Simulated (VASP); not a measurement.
# InSb (F-43m) in VASP: band structure with PBE

Aim: the band structure of InSb with PBE.

Everything below comes from runs of VASP 6.6.1. Logs are shortened: lines on timing, memory, paths and dates and some standing lists are left out, and cuts for length are marked.

**The experiment to reproduce.**

From “Electronic Structure and Epitaxy of CdTe Shells on InSb Nanowires”, 2021, arxiv:2111.05126, for a bulk crystal of InSb: band gap 0.24 eV.

The runs below are set against these values where they give the same quantity.

## 1. Starting point

It takes space group F-43m (No. 216, cubic). The conventional cell has a = 6.624 Å, b = 6.624 Å, c = 6.624 Å, α = 90.00°, β = 90.00°, γ = 90.00°. In (site symmetry -43m) has 4 Sb at 2.87 Å as nearest neighbours. Sb (site symmetry -43m) is surrounded by 4 In at 2.87 Å.

## 2. Band structure, PBE

INCAR

```
PREC = Accurate ; ENCUT = 350
EDIFF = 1E-7 ; ISMEAR = 0
SIGMA = 0.02 ; LREAL = False
LASPH = True ; NELM = 60
ALGO = Normal ; ISIF = 2
LWAVE = False ; LCHARG = False
GGA = PE
```

KPOINTS

```
Automatic mesh
0
Gamma
  8 8 8
```

POSCAR

```
InSb                                    
1.0
   -0.0000000000      3.3119886141      3.3119886141
    3.3119886141     -0.0000000000      3.3119886141
    3.3119886141      3.3119886141     -0.0000000000
  In              Sb            
     1     1
Direct
     0.0000000000000000    0.0000000000000000    0.0000000000000000
     0.2500000000000000    0.2500000000000000    0.2500000000000000
```

KPOINTS_OPT

```
path GXWKGLUWLK,UX
15
line-mode
reciprocal
 0.0000000000  0.0000000000  0.0000000000  G
 0.5000000000  0.0000000000  0.5000000000  X

 0.5000000000  0.0000000000  0.5000000000  X
 0.5000000000  0.2500000000  0.7500000000  W

 0.5000000000  0.2500000000  0.7500000000  W
 0.3750000000  0.3750000000  0.7500000000  K

 0.3750000000  0.3750000000  0.7500000000  K
 0.0000000000  0.0000000000  0.0000000000  G

 0.0000000000  0.0000000000  0.0000000000  G
 0.5000000000  0.5000000000  0.5000000000  L

 0.5000000000  0.5000000000  0.5000000000  L
 0.6250000000  0.2500000000  0.6250000000  U

 0.6250000000  0.2500000000  0.6250000000  U
 0.5000000000  0.2500000000  0.7500000000  W

 0.5000000000  0.2500000000  0.7500000000  W
 0.5000000000  0.5000000000  0.5000000000  L

 0.5000000000  0.5000000000  0.5000000000  L
 0.3750000000  0.3750000000  0.7500000000  K

 0.6250000000  0.2500000000  0.6250000000  U
 0.5000000000  0.0000000000  0.5000000000  X
```

Potentials or basis: VASP PAW PBE potentials, release 64 (In_d, Sb).

Command:

```bash
cat potpaw_PBE.64/In_d/POTCAR potpaw_PBE.64/Sb/POTCAR > POTCAR
mpirun -np 1 vasp_std > vasp.out
```

OUTCAR:

```text
PREC = Accurate
   ENCUT = 350
   EDIFF = 1E-7
   ISMEAR = 0
   LREAL = False
   LASPH = True
   NELM = 60
   ISIF = 2
   GGA = PE

 ion  position               nearest neighbor table
   1  0.000  0.000  0.000-   2 2.87   2 2.87   2 2.87   2 2.87
   2  0.250  0.250  0.250-   1 2.87   1 2.87   1 2.87   1 2.87

  LATTYP: Found a face centered cubic cell.
 ALAT       =     6.6239772282

  Lattice vectors:

 A1 = (   0.0000000000,   3.3119886141,   3.3119886141)
 A2 = (   3.3119886141,   0.0000000000,   3.3119886141)
 A3 = (   3.3119886141,   3.3119886141,   0.0000000000)

Analysis of symmetry for initial positions (statically):
=====================================================================
 Subroutine PRICEL returns:
 Original cell was already a primitive cell.

 Routine SETGRP: Setting up the symmetry group for a
 face centered cubic supercell.

 Subroutine GETGRP returns: Found 24 space group operations
 (whereof 24 operations were pure point group operations)
 out of a pool of 48 trial point group operations.

The static configuration has the point symmetry T_d .

Analysis of symmetry for dynamics (positions and initial velocities):
=====================================================================
 Subroutine PRICEL returns:
 Original cell was already a primitive cell.

 Routine SETGRP: Setting up the symmetry group for a
 face centered cubic supercell.

 Subroutine GETGRP returns: Found 24 space group operations
 (whereof 24 operations were pure point group operations)
 out of a pool of 48 trial point group operations.

The dynamic configuration has the point symmetry T_d .

 Subroutine INISYM returns: Found 24 space group operations
 (whereof 24 operations are pure point group operations),
 and found     1 'primitive' translations

----------------------------------------------------------------------------------------

                                     Primitive cell

  volume of cell :      72.6602

  direct lattice vectors                    reciprocal lattice vectors
     0.000000000  3.311988614  3.311988614    -0.150966703  0.150966703  0.150966703
     3.311988614  0.000000000  3.311988614     0.150966703 -0.150966703  0.150966703
     3.311988614  3.311988614  0.000000000     0.150966703  0.150966703 -0.150966703

  length of vectors
     4.683859216  4.683859216  4.683859216     0.261481999  0.261481999  0.261481999

  position of ions in fractional coordinates (direct lattice)
     0.000000000  0.000000000  0.000000000
     0.250000000  0.250000000  0.250000000

  ion indices of the primitive-cell ions
   primitive index   ion index
                 1           1
                 2           2

----------------------------------------------------------------------------------------

 KPOINTS: Automatic mesh

Automatic generation of k-mesh.
 Grid dimensions read from file:
 generate k-points for:    8    8    8

 Generating k-lattice:

  Cartesian coordinates                     Fractional coordinates (reciprocal lattice)
    -0.018870838  0.018870838  0.018870838     0.125000000  0.000000000  0.000000000
     0.018870838 -0.018870838  0.018870838     0.000000000  0.125000000  0.000000000
     0.018870838  0.018870838 -0.018870838     0.000000000  0.000000000  0.125000000

  Length of vectors
     0.032685250  0.032685250  0.032685250

  Shift w.r.t. Gamma in fractional coordinates (k-lattice)
     0.000000000  0.000000000  0.000000000

 Subroutine IBZKPT returns following result:
 ===========================================

 Found     29 irreducible k-points:

 Following reciprocal coordinates:
            Coordinates               Weight
  0.000000  0.000000  0.000000      1.000000
  0.125000  0.000000  0.000000      8.000000
  0.250000  0.000000  0.000000      8.000000
  0.375000  0.000000  0.000000      8.000000
  0.500000  0.000000  0.000000      4.000000
  0.125000  0.125000  0.000000      6.000000
[... 16 lines left out ...]
  0.500000  0.250000  0.125000     48.000000
 -0.375000  0.250000  0.125000     24.000000
 [... further k-points ...]
   k-points           NKPTS =     29   k-points in BZ     NKDIM =     29   number of bands    NBANDS=     13
   number of dos      NEDOS =    301   number of ions     NIONS =      2
   total plane-waves  NPLWV =  27000
   dimension x,y,z NGX =    30 NGY =   30 NGZ =   30
   dimension x,y,z NGXF=    60 NGYF=   60 NGZF=   60
   ions per type =               1   1
   NGX,Y,Z   is equivalent  to a cutoff of  10.65, 10.65, 10.65 a.u.
   NGXF,Y,Z  is equivalent  to a cutoff of  21.30, 21.30, 21.30 a.u.
 SYSTEM =  unknown system
   PREC   = accura    normal or accurate (medium, high low for compatibility)
   ISTART =      0    job   : 0-new  1-cont  2-samecut
   ICHARG =      2    charge: 1-file 2-atom 10-const
   ISPIN  =      1    spin polarized calculation?
   LNONCOLLINEAR =      F non collinear calculations
   LSORBIT =      F    spin-orbit coupling
   LASPH  =      T    aspherical Exc in radial PAW
   ENCUT  =  350.0 eV  25.72 Ry    5.07 a.u.   7.14  7.14  7.14*2*pi/ulx,y,z
   NELM   =     60;   NELMIN=  2; NELMDL= -5     # of ELM steps
   EDIFF  = 0.1E-06   stopping-criterion for ELM
   LREAL  =      F    real-space projection
   EDIFFG = 0.1E-05   stopping-criterion for IOM
   NSW    =      0    number of steps for IOM
   IBRION =     -1    ionic relax: 0-MD 1-quasi-New 2-CG
   NFREE  =      0    steps in history (QN), initial steepest desc. (CG)
   ISIF   =      2    stress and relaxation
   ISYM   =      2    0-nonsym 1-usesym 2-fastsym
   POTIM  = 0.5000    time-step for ionic-motion
   TEBEG  =    0.0;   TEEND  =   0.0 temperature during run
   PSTRESS=    0.0 pullay stress
   NELECT =      18.0000    total number of electrons
   NUPDOWN=      -1.0000    fix difference up-down
   EMIN   =  10.00;   EMAX   =-10.00  energy-range for DOS
   EFERMI =   0.00;   METHOD = LEGACY
   ISMEAR =     0;   SIGMA  =   0.02  broadening in eV -4-tet -1-fermi 0-gaus
   EFERMI_NEDOS =   21; number of points for ismear=-14 and -15
   IALGO  =     38    algorithm
   IMIX   =      4    mixing-type and parameters
     AMIX     =   0.40;   BMIX     =  1.00
     AMIX_MAG =   1.60;   BMIX_MAG =  1.00
  volume/ion in A,a.u.               =      36.33       245.17
  Fermi-wavevector in a.u.,A,eV,Ry     =   1.028175  1.942968 14.383301  1.057143
  Thomas-Fermi vector in A             =   2.162157
   LORBIT       =      0    0 simple, 1 ext, 2 COOP (PROOUT), +10 PAW based schemes
   GGA     = PE    functional components
   LHFCALC =     F    Hartree Fock is set to
   AEXX    =    0.0000 exact exchange contribution
   IVDW    =     0    specifies the selected vdW correction
   LEPSILON=     F    determine dielectric tensor
   LRPA    =     F    only Hartree local field effects (RPA)
 non-spin polarized calculation
 Gauss-broadening in eV      SIGMA  =   0.02
  energy-cutoff  :      350.00
  volume of cell :       72.66
 maximum number of plane-waves:      1106
 NGX is ok and might be reduce to    30
   NGX = 15   NGY = 15   NGZ = 15

 number of electron      17.9999987 magnetization

 Free energy of the ion-electron system (eV)
  ---------------------------------------------------
  ext. energy  EPLUGINS =         0.00000000
  ---------------------------------------------------
  free energy    TOTEN  =        -6.94663833 eV

  energy without entropy =       -6.94657807  energy(sigma->0) =       -6.94660820

 E-fermi :   4.4365     XC(G=0):  -8.4033

 val. band max:        4.4303988389   @ k =   0.0000   0.0000   0.0000
 cond. band min:       4.8559247113   @ k =   0.5000   0.0000   0.0000
 fundamental gap:      0.4255258724
 Fermi energy:         4.4364897314

 k-point     1 :       0.0000    0.0000    0.0000
  band No.  band energies     occupation
      1     -10.0421      2.00000
      2     -10.0421      2.00000
      3     -10.0421      2.00000
      4      -9.9740      2.00000
      5      -9.9740      2.00000
      6      -5.8852      2.00000
      7       3.8658      2.00000
      8       4.4304      1.33335
      9       4.4304      1.33335
     10       4.4304      1.33331
     11       7.3943      0.00000
     12       7.3943      0.00000
     13       7.3943      0.00000

 k-point     2 :       0.1250    0.0000    0.0000
  band No.  band energies     occupation
      1     -10.0473      2.00000
      2     -10.0397      2.00000
      3     -10.0397      2.00000
      4      -9.9743      2.00000
      5      -9.9743      2.00000
      6      -5.7572      2.00000
      7       2.5096      2.00000
      8       4.2458      2.00000
      9       4.2458      2.00000
     10       5.1670      0.00000
     11       7.6564      0.00000
     12       7.6564      0.00000
     13       7.6987      0.00000

 k-point     3 :       0.2500    0.0000    0.0000
  band No.  band energies     occupation
      1     -10.0601      2.00000
      2     -10.0341      2.00000
      3     -10.0341      2.00000
      4      -9.9743      2.00000
      5      -9.9743      2.00000
      6      -5.4005      2.00000
      7       0.9092      2.00000
      8       3.8949      2.00000
      9       3.8949      2.00000
     10       5.1586      0.00000
     11       8.0822      0.00000
     12       8.0822      0.00000
     13       8.9502      0.00000

 k-point     4 :       0.3750    0.0000    0.0000
  band No.  band energies     occupation
      1     -10.0727      2.00000
      2     -10.0292      2.00000
      3     -10.0292      2.00000
      4      -9.9735      2.00000
      5      -9.9735      2.00000
      6      -4.9338      2.00000
      7      -0.3638      2.00000
      8       3.6202      2.00000
      9       3.6202      2.00000
     10       4.9438      0.00000
     11       8.2302      0.00000
     12       8.2302      0.00000
     13      10.4049      0.00000

 k-point     5 :       0.5000    0.0000    0.0000
  band No.  band energies     occupation
      1     -10.0778      2.00000
      2     -10.0273      2.00000
      3     -10.0273      2.00000
      4      -9.9727      2.00000
      5      -9.9727      2.00000
      6      -4.6801      2.00000
      7      -0.8943      2.00000
      8       3.5207      2.00000
      9       3.5207      2.00000
     10       4.8559      0.00000
     11       8.2275      0.00000
     12       8.2275      0.00000
     13      10.5494      0.00000
[... 257 lines left out ...]
 k-point    22 :       0.3750    0.2500    0.1250
  band No.  band energies     occupation
      1     -10.0737      2.00000
      2     -10.0275      2.00000
      3     -10.0255      2.00000
      4      -9.9789      2.00000
      5      -9.9714      2.00000
      6      -5.0967      2.00000
      7       0.3891      2.00000
      8       2.6369      2.00000
      9       3.4190      2.00000
     10       6.5124      0.00000
     11       7.1694      0.00000
     12       8.8115      0.00000
     13       9.3600      0.00000

 k-point    23 :       0.5000    0.2500    0.1250
  band No.  band energies     occupation
      1     -10.0823      2.00000
      2     -10.0244      2.00000
      3     -10.0207      2.00000
      4      -9.9784      2.00000
      5      -9.9718      2.00000
      6      -4.6655      2.00000
      7      -0.4894      2.00000
      8       2.1346      2.00000
      9       3.1017      2.00000
     10       6.5759      0.00000
     11       7.7941      0.00000
     12       8.8520      0.00000
     13       9.8669      0.00000

 k-point    24 :      -0.3750    0.2500    0.1250
  band No.  band energies     occupation
      1     -10.0856      2.00000
      2     -10.0236      2.00000
      3     -10.0189      2.00000
      4      -9.9773      2.00000
      5      -9.9727      2.00000
      6      -4.4352      2.00000
      7      -0.8987      2.00000
      8       1.9891      2.00000
      9       2.9557      2.00000
     10       6.5372      0.00000
     11       7.8967      0.00000
     12       9.3433      0.00000
     13      10.3735      0.00000

 [... further k-points ...]

------------------------ aborting loop because EDIFF is reached ----------------------------------------

  FORCE on cell =-STRESS in cart. coord.  units (eV):
  Direction    XX          YY          ZZ          XY          YZ          ZX
  --------------------------------------------------------------------------------------
  -------------------------------------------------------------------------------------
  Total        0.0027596      0.0027596      0.0027596     -0.0000000      0.0000000     -0.0000000
  in kB        0.0608503      0.0608503      0.0608503     -0.0000000      0.0000000     -0.0000000
  external PRESSURE =       0.0608503 kB  Pullay stress =       0.0000000 kB

 VOLUME and BASIS-vectors are now :
 -----------------------------------------------------------------------------
  energy-cutoff  :      350.00
  volume of cell :       72.66
      direct lattice vectors                 reciprocal lattice vectors
     0.000000000  3.311988614  3.311988614    -0.150966703  0.150966703  0.150966703
     3.311988614  0.000000000  3.311988614     0.150966703 -0.150966703  0.150966703
     3.311988614  3.311988614  0.000000000     0.150966703  0.150966703 -0.150966703

 POSITION                                       TOTAL-FORCE (eV/Angst)
 -----------------------------------------------------------------------------------
      0.00000      0.00000      0.00000        -0.000000      0.000000      0.000000
      1.65599      1.65599      1.65599         0.000000     -0.000000     -0.000000
 -----------------------------------------------------------------------------------
    total drift:                                0.000000      0.000000      0.000000

  FREE ENERGIE OF THE ION-ELECTRON SYSTEM (eV)
  ---------------------------------------------------
  free  energy   TOTEN  =        -6.9466383310 eV

  energy  without entropy=       -6.9465780722  energy(sigma->0) =       -6.94660820
```

Wall time 64 s (1 thread of Intel Xeon Platinum 8259CL at 2.50GHz (Skylake/Cascade Lake), shared host); peak memory 0.18 GiB.

What came out:

```
Free energy             : -6.9466 eV
Pressure                : 0.0 GPa
Band gap along the path : none (metal or under the smearing width)
```

Levels at the corners of the path, in eV from the Fermi level:
```csv
point,band 7,band 8,band 9,band 10,band 11,band 12
Γ,-0.57,-0.01,-0.01,-0.01,2.96,2.96
X,-5.65,-2.06,-2.06,1.35,1.45,7.75
X,-5.65,-2.06,-2.06,1.35,1.45,7.75
W,-5.56,-2.60,-2.47,3.26,3.97,4.09
W,-5.56,-2.60,-2.47,3.26,3.97,4.09
K,-5.53,-2.83,-1.74,1.64,3.59,6.02
K,-5.53,-2.83,-1.74,1.64,3.59,6.02
Γ,-0.57,-0.01,-0.01,-0.01,2.96,2.96
Γ,-0.57,-0.01,-0.01,-0.01,2.96,2.96
L,-5.33,-0.92,-0.92,0.42,3.79,3.79
L,-5.33,-0.92,-0.92,0.42,3.79,3.79
U,-5.53,-2.83,-1.74,1.64,3.59,6.02
U,-5.53,-2.83,-1.74,1.64,3.59,6.02
W,-5.56,-2.60,-2.47,3.26,3.97,4.09
W,-5.56,-2.60,-2.47,3.26,3.97,4.09
L,-5.33,-0.92,-0.92,0.42,3.79,3.79
L,-5.33,-0.92,-0.92,0.42,3.79,3.79
K,-5.53,-2.83,-1.74,1.64,3.59,6.02
U,-5.53,-2.83,-1.74,1.64,3.59,6.02
X,-5.65,-2.06,-2.06,1.35,1.45,7.75
```

Caveat: spin-orbit coupling is left out, which moves the levels of the heavy elements; this crystal is a semiconductor, whose small gap the functional closes, so the metal is an error of the method.

## 3. Against experiment

Step 2. A measured gap of InSb is 0.24 eV (quoted in “Electronic Structure and Epitaxy of CdTe Shells on InSb Nanowires”, 2021, arxiv:2111.05126); the calculated 0.00 eV misses it by -0.24 eV. Spin-orbit coupling on In, Sb is left out. The value is that of PBE, without temperature or zero-point motion. Semilocal functionals fall short of measured gaps as a rule.
